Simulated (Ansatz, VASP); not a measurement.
**Pt in VASP and in Ansatz**

```xyz
1
Lattice="0.0220 1.9579 1.9579 1.9579 0.0220 1.9579 1.9799 1.9799 0.0000" Properties=species:S:1:pos:R:3 pbc="T T T"
Pt    0.0000    0.0000    0.0000
```

Change from the starting cell: strain +0.0225 x Voigt [0, 0, 0, 0, 0, 1], atoms carried along.

Alike in both runs: task single point; functional PBE; k mesh 20 × 20 × 20; occupations gaussian, width 0.15 eV; no spin polarisation.

|  | VASP | Ansatz |
| --- | --- | --- |
| version | VASP 6.6.1 | Ansatz 0.2.0 |
| potentials or method | VASP PAW PBE potentials, release 64 (Pt) | scalar-relativistic, plane waves, PAW |
| plane-wave cutoff (eV) | 520 | 420 |
| valence electrons in the cell | 10 | 18 |

Ansatz gave:

* gap on the k mesh at the Fermi level (eV): none
* pressure (GPa): 11.7
* largest component of the traceless stress (GPa): 1.96

Task: What did VASP give for the same quantities?

Result: gap on the k mesh at the Fermi level (eV): none; pressure (GPa): 11.1; largest component of the traceless stress (GPa): 1.97.

A gap of «none» marks a metal or a gap that the smearing closes. The two sets of potentials don't hold the same shells in valence.

The runs have no spin-orbit coupling, so splittings on Pt are missing.
